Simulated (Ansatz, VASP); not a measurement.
**Bi in VASP and in Ansatz**

```
Bi
1.0
     3.29277    0.00000    0.00000
    -1.64638    2.85162    0.00000
     0.00000    0.00000    5.17186
Bi
2
Direct
  0.33333 0.66667 0.25000
  0.66667 0.33333 0.75000
```

Alike in both runs: functional LDA; k mesh 13 × 13 × 7; occupations fermi-dirac, width 0.08 eV; no spin polarisation.

Ansatz relaxed the structure, and its values are those at the end. VASP's run is a single point on that final structure, the one shown.

|  | VASP | Ansatz |
| --- | --- | --- |
| version | VASP 6.6.1 | Ansatz 0.2.0 |
| potentials or method | VASP PAW LDA potentials, release 64 (Bi_d), cutoff 520 eV | all-electron LAPW, scalar-relativistic |

Ansatz gave:

| Property | Result |
| --- | --- |
| pressure (GPa) | 19.0 |

Which values does VASP return?

Pressure (GPa): 19.2.

Ansatz ran all-electron here, so the differences hold the error of VASP's frozen core and of both bases.

Caveats: so large a pressure means that the cell lies far from this level's equilibrium, or that cutoff or potentials fall short (VASP).
